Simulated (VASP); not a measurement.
## Input and output of a VASP PBE single-point calculation on CaO (strained rocksalt)

INCAR

```
ENCUT = 520
NSW = 0
LCHARG = .FALSE.
ISMEAR = -1
NELM = 120
IBRION = -1
EDIFF = 1E-7
SIGMA = 0.02
LASPH = .TRUE.
GGA = PE
PREC = Accurate
NBANDS = 15
ISIF = 2
LREAL = .FALSE.
LWAVE = .FALSE.
```

KPOINTS

```
KPOINTS created by Atomic Simulation Environment
0
Gamma
10 10 10
0 0 0
```

KPOINTS_OPT

```
special points
7
Reciprocal
0.0000000000 0.0000000000 0.0000000000 1
0.5000000000 0.0000000000 0.5000000000 1
0.6250000000 0.2500000000 0.6250000000 1
0.3750000000 0.3750000000 0.7500000000 1
0.5000000000 0.5000000000 0.5000000000 1
0.5000000000 0.2500000000 0.7500000000 1
0.0000000000 0.5000000000 0.5000000000 1
```

POSCAR

```
Ca O
 1.0000000000000000
     0.0000000000000000    2.3256236101000001    2.3256236101000001
     2.3256236101000001    0.0000000000000000    2.3256236101000001
     2.3256236101000001    2.3256236101000001    0.0000000000000000
 Ca  O
   1   1
Cartesian
  0.0000000000000000  0.0000000000000000  0.0000000000000000
  2.3256236101000001  2.3256236101000001  2.3256236101000001
```

VASP ran with the recommended PBE PAW datasets (16 valence electrons in the cell).

Command

```
mpirun -np 1 vasp_std
```

From OUTCAR

```
k-points           NKPTS =     47   k-points in BZ     NKDIM =     47   number of bands    NBANDS=     15

   NELECT =      16.0000    total number of electrons

   dimension x,y,z NGX =    24 NGY =   24 NGZ =   24
   dimension x,y,z NGXF=    48 NGYF=   48 NGZF=   48

  energy-cutoff  :      520.00
  volume of cell :       25.16
      direct lattice vectors                 reciprocal lattice vectors
     0.000000000  2.325623610  2.325623610    -0.214996097  0.214996097  0.214996097
     2.325623610  0.000000000  2.325623610     0.214996097 -0.214996097  0.214996097
     2.325623610  2.325623610  0.000000000     0.214996097  0.214996097 -0.214996097

 k-points in reciprocal lattice and weights: KPOINTS created by Atomic Simulation Env
   0.00000000  0.00000000  0.00000000       0.001
   0.10000000  0.00000000  0.00000000       0.008
   0.20000000  0.00000000  0.00000000       0.008
   0.30000000  0.00000000  0.00000000       0.008
   0.40000000  0.00000000  0.00000000       0.008
   0.50000000  0.00000000  0.00000000       0.004
   0.10000000  0.10000000  0.00000000       0.006
   0.20000000  0.10000000  0.00000000       0.024
   ...

 E-fermi :   3.3638

 k-point     1 :       0.0000    0.0000    0.0000
  band No.  band energies     occupation
      1     -34.3150      2.00000
      2     -14.9904      2.00000
      3     -14.9904      2.00000
      4     -14.9904      2.00000
      5     -12.7841      2.00000
      6       2.9418      2.00000
      7       2.9418      2.00000
      8       2.9418      2.00000
      9       8.5022      0.00000
     10       9.3940      0.00000
     11       9.3940      0.00000
     12       9.3940      0.00000
     13      11.0776      0.00000
     14      11.0776      0.00000
     15      18.6311      0.00000

 k-point     2 :       0.1000    0.0000    0.0000
  band No.  band energies     occupation
      1     -34.3000      2.00000
      2     -15.2299      2.00000
      3     -14.9970      2.00000
      4     -14.9970      2.00000
      5     -12.5427      2.00000
      6       2.5616      2.00000
      7       2.7749      2.00000
      8       2.7749      2.00000
      9       8.9680      0.00000
     10       9.3682      0.00000
     11       9.5875      0.00000
     12       9.5875      0.00000
     13      11.3616      0.00000
     14      11.3616      0.00000
     15      19.1041      0.00000

 k-point     3 :       0.2000    0.0000    0.0000
  band No.  band energies     occupation
      1     -34.2604      2.00000
      2     -15.7155      2.00000
      3     -15.0142      2.00000
      4     -15.0142      2.00000
      5     -12.0494      2.00000
      6       1.7299      2.00000
      7       2.3785      2.00000
      8       2.3785      2.00000
      9       9.3751      0.00000
     10      10.0942      0.00000
     11      10.1227      0.00000
     12      10.1227      0.00000
     13      12.0928      0.00000
     14      12.0928      0.00000
     15      19.8965      0.00000

 k-point     4 :       0.3000    0.0000    0.0000
  band No.  band energies     occupation
      1     -34.2111      2.00000
      2     -16.1811      2.00000
      3     -15.0352      2.00000
      4     -15.0352      2.00000
      5     -11.5717      2.00000
      6       0.8819      2.00000
      7       1.9494      2.00000
      8       1.9495      2.00000
      9       9.6686      0.00000
     10      10.8627      0.00000
     11      10.8627      0.00000
     12      11.2719      0.00000
     13      13.0119      0.00000
     14      13.0119      0.00000
     15      19.6432      0.00000

 k-point     5 :       0.4000    0.0000    0.0000
  band No.  band energies     occupation
      1     -34.1707      2.00000
      2     -16.5002      2.00000
      3     -15.0519      2.00000
      4     -15.0519      2.00000
      5     -11.2397      2.00000
      6       0.2787      2.00000
      7       1.6386      2.00000
      8       1.6386      2.00000
      9      10.1623      0.00000
     10      11.5487      0.00000
     11      11.5487      0.00000
     12      12.0435      0.00000
     13      13.8393      0.00000
     14      13.8393      0.00000
     15      18.8511      0.00000

 k-point     6 :       0.5000    0.0000    0.0000
  band No.  band energies     occupation
      1     -34.1551      2.00000
      2     -16.6130      2.00000
      3     -15.0584      2.00000
      4     -15.0584      2.00000
      5     -11.1215      2.00000
      6       0.0618      2.00000
      7       1.5267      2.00000
      8       1.5267      2.00000
      9      10.4572      0.00000
     10      11.8365      0.00000
     11      11.8365      0.00000
     12      12.2302      0.00000
     13      14.2078      0.00000
     14      14.2078      0.00000
     15      18.5441      0.00000

 k-point     7 :       0.1000    0.1000    0.0000
  band No.  band energies     occupation
      1     -34.2950      2.00000
      2     -15.2481      2.00000
      3     -15.0207      2.00000
      4     -15.0207      2.00000
      5     -12.4899      2.00000
      6       2.2787      2.00000
      7       2.8535      2.00000
      8       2.8535      2.00000
      9       8.9959      0.00000
     10       9.0279      0.00000
     11       9.8226      0.00000
     12       9.8226      0.00000
     13      11.1890      0.00000
     14      11.7283      0.00000
     15      19.2731      0.00000

 k-point     8 :       0.2000    0.1000    0.0000
  band No.  band energies     occupation
      1     -34.2638      2.00000
      2     -15.5948      2.00000
      3     -15.0518      2.00000
      4     -15.0338      2.00000
      5     -12.1460      2.00000
      6       1.6788      2.00000
      7       2.5606      2.00000
      8       2.6385      2.00000
      9       8.7984      0.00000
     10       9.7590      0.00000
     11      10.2892      0.00000
     12      10.3681      0.00000
     13      11.5661      0.00000
     14      12.4907      0.00000
     15      20.0256      0.00000

 k-point     9 :       0.3000    0.1000    0.0000
  band No.  band energies     occupation
      1     -34.2179      2.00000
      2     -16.0220      2.00000
      3     -15.0782      2.00000
      4     -15.0530      2.00000
      5     -11.7362      2.00000
      6       1.0561      2.00000
      7       2.0679      2.00000
      8       2.2542      2.00000
      9       8.9822      0.00000
     10      10.7565      0.00000
     11      10.9756      0.00000
     12      11.0827      0.00000
     13      12.3502      0.00000
     14      13.3457      0.00000
     15      20.0518      0.00000

 k-point    10 :       0.4000    0.1000    0.0000
  band No.  band energies     occupation
      1     -34.1746      2.00000
      2     -16.3606      2.00000
      3     -15.0899      2.00000
      4     -15.0855      2.00000
      5     -11.4082      2.00000
      6       0.5391      2.00000
      7       1.6915      2.00000
      8       1.8738      2.00000
      9       9.5307      0.00000
     10      11.1689      0.00000
     11      11.7116      0.00000
     12      12.0999      0.00000
     13      13.2909      0.00000
     14      14.0629      0.00000
     15      19.0974      0.00000

 k-point    11 :       0.5000    0.1000    0.0000
  band No.  band energies     occupation
      1     -34.1507      2.00000
      2     -16.5300      2.00000
      3     -15.1187      2.00000
      4     -15.0826      2.00000
      5     -11.2376      2.00000
      6       0.2541      2.00000
      7       1.5615      2.00000
      8       1.6231      2.00000
      9      10.2302      0.00000
     10      11.1143      0.00000
     11      11.9384      0.00000
     12      12.7776      0.00000
     13      14.0263      0.00000
     14      14.4677      0.00000
     15      18.4683      0.00000

 k-point    12 :      -0.4000    0.1000    0.0000
  band No.  band energies     occupation
      1     -34.1559      2.00000
      2     -16.4981      2.00000
      3     -15.1386      2.00000
      4     -15.0592      2.00000
      5     -11.2586      2.00000
      6       0.2925      2.00000
      7       1.5672      2.00000
      8       1.6833      2.00000
      9      10.2306      0.00000
     10      11.1581      0.00000
     11      11.6145      0.00000
     12      12.6300      0.00000
     13      14.1482      0.00000
     14      14.2399      0.00000
     15      18.5965      0.00000

 k-point    13 :      -0.3000    0.1000    0.0000
  band No.  band energies     occupation
      1     -34.1879      2.00000
      2     -16.2730      2.00000
      3     -15.1353      2.00000
      4     -15.0285      2.00000
      5     -11.4708      2.00000
      6       0.6622      2.00000
      7       1.7198      2.00000
      8       2.0076      2.00000
      9       9.6458      0.00000
     10      10.9256      0.00000
     11      11.1632      0.00000
     12      11.8398      0.00000
     13      13.3632      0.00000
     14      13.6690      0.00000
     15      19.4059      0.00000

 ...

  Total        2.5540353      2.5540353      2.5540353     -0.0000000      0.0000000     -0.0000000
  in kB      162.6631569    162.6631569    162.6631569     -0.0000000      0.0000000     -0.0000000
  external PRESSURE =     162.6631569 kB  Pullay stress =       0.0000000 kB

 POSITION                                       TOTAL-FORCE (eV/Angst)
 -----------------------------------------------------------------------------------
      0.00000      0.00000      0.00000         0.000000     -0.000000      0.000000
      2.32562      2.32562      2.32562         0.000000      0.000000      0.000000
 -----------------------------------------------------------------------------------
    total drift:                                0.000000     -0.000000     -0.000000

  FREE ENERGIE OF THE ION-ELECTRON SYSTEM (eV)
  ---------------------------------------------------
  free  energy   TOTEN  =       -12.6572823959 eV

  energy  without entropy=      -12.6572823959  energy(sigma->0) =      -12.65728240
```

| Quantity | Value |
| --- | --- |
| gap between bands v and c | 3.58 eV |
| least direct gap | 3.93 eV |
| pressure | 16.3 GPa |

Band v is the last that the valence electrons fill when counted band by band, and c is the next.

The run took about 9.5 s on one core of a shared host (Intel Xeon Platinum 8488C) and held 0.16 GiB at most.
